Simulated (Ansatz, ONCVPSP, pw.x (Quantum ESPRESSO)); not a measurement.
# pw.x on sc Ta: one setting changed

Potential: optimised norm-conserving Vanderbilt (ONCV), ONCVPSP 4.0.1.1 (patched build), PBE; core [Kr] 4d10 4f14, reference 5s2 5p6 5d3 6s2; waves: 5s+6s: rc 1.70 bohr, ncon 4, nbas 8, qcut 7 1/bohr, 2 projectors; 5p: rc 1.75 bohr, ncon 3, nbas 8, qcut 8.7 1/bohr, 2 projectors, debl 0.6 Ha; 5d: rc 3.05 bohr, ncon 4, nbas 9, qcut 6.2 1/bohr, 2 projectors, debl 0.9 Ha; f scattering state at 0.45 Ha: rc 2.30 bohr, ncon 4, nbas 7, qcut 4.6 1/bohr, 1 projector; local part: polynomial inside 1.70 bohr (lpopt 5, dvloc0 0 Ha); core correction: polynomial model core, fcfact 0.45. In the p channel the program set the typed energies aside and used -1.448, 0.250 Ha.

The reference run (k-mesh 12³, cutoffs 65/260 Ry, Fermi–Dirac 0.01 Ry, mixing_beta 0.4, conv_thr 1e-9, no spin) gives 1.12 GPa at 20.376 Å³/atom, where all-electron LAPW gives 1.79 GPa. This run, with its own iteration cap, changes smearing to mp.

```
&control
  calculation='scf', prefix='x', pseudo_dir='./', outdir='./tmp', tstress=.true., disk_io='none'
/
&system
  ibrav=0, nat=1, ntyp=1, ecutwfc=65, ecutrho=260, nbnd=14,
  occupations='smearing', smearing='mp', degauss=0.01
/
&electrons
  conv_thr=1e-09, mixing_beta=0.4, electron_maxstep=60
/
ATOMIC_SPECIES
Ta 1.0 Ta.UPF
CELL_PARAMETERS angstrom
  2.73132247 0.00000000 0.00000000
  0.00000000 2.73132247 0.00000000
  0.00000000 0.00000000 2.73132247
ATOMIC_POSITIONS crystal
Ta 0.0000 0.0000 0.0000
K_POINTS automatic
12 12 12 0 0 0
```

```bash
pw.x < Ta.scf.in > Ta.scf.out
```

Question: How does the run end?

Answer: It converges in 8 iterations; the free energy moves by +23.9 meV/atom and the pressure by -0.12 GPa. This scheme is built to cancel the term in the square of the width that Fermi–Dirac smearing leaves in the F of a metal.

```
Message from routine setup:
     using ibrav=0 with symmetry is DISCOURAGED, use correct ibrav instead
     lattice parameter (alat)  =       5.1615  a.u.
     unit-cell volume          =     137.5041 (a.u.)^3
     number of electrons       =        13.00
     number of Kohn-Sham states=           14
     kinetic-energy cutoff     =      65.0000  Ry
     charge density cutoff     =     260.0000  Ry
     scf convergence threshold =      1.0E-09
     Exchange-correlation= PBE
     number of k points=    84  Methfessel-Paxton smearing, width (Ry)=  0.0100
     iteration #  1     ecut=    65.00 Ry     beta= 0.40
     total energy              =    -141.34130974 Ry
     estimated scf accuracy    <       0.01574541 Ry
     iteration #  2     ecut=    65.00 Ry     beta= 0.40
     total energy              =    -141.34169597 Ry
     estimated scf accuracy    <       0.00362169 Ry
     iteration #  3     ecut=    65.00 Ry     beta= 0.40
     total energy              =    -141.34196210 Ry
     estimated scf accuracy    <       0.00032184 Ry
     [... 2 iterations left out ...]
     iteration #  6     ecut=    65.00 Ry     beta= 0.40
     total energy              =    -141.34197347 Ry
     estimated scf accuracy    <       0.00000001 Ry
     iteration #  7     ecut=    65.00 Ry     beta= 0.40
     total energy              =    -141.34197346 Ry
     estimated scf accuracy    <          2.9E-09 Ry
     iteration #  8     ecut=    65.00 Ry     beta= 0.40
     the Fermi energy is    15.9770 ev
!    total energy              =    -141.34197347 Ry
     estimated scf accuracy    <          5.0E-11 Ry
     smearing contrib. (-TS)   =       0.00009410 Ry
     The total energy is F=E-TS. E is the sum of the following terms:
     one-electron contribution =     -24.07976804 Ry
     hartree contribution      =      17.43234763 Ry
     xc contribution           =     -41.79378760 Ry
     ewald contribution        =     -92.90085955 Ry
     convergence has been achieved in   8 iterations
          total   stress  (Ry/bohr**3)                   (kbar)     P=       10.02
     Message from routine punch:
     Nothing written, as per user request (disk_io='none')
```

The run took about 30 s on one core of a shared host (Neoverse-N1, 64 threads, 124 GiB, load 56).
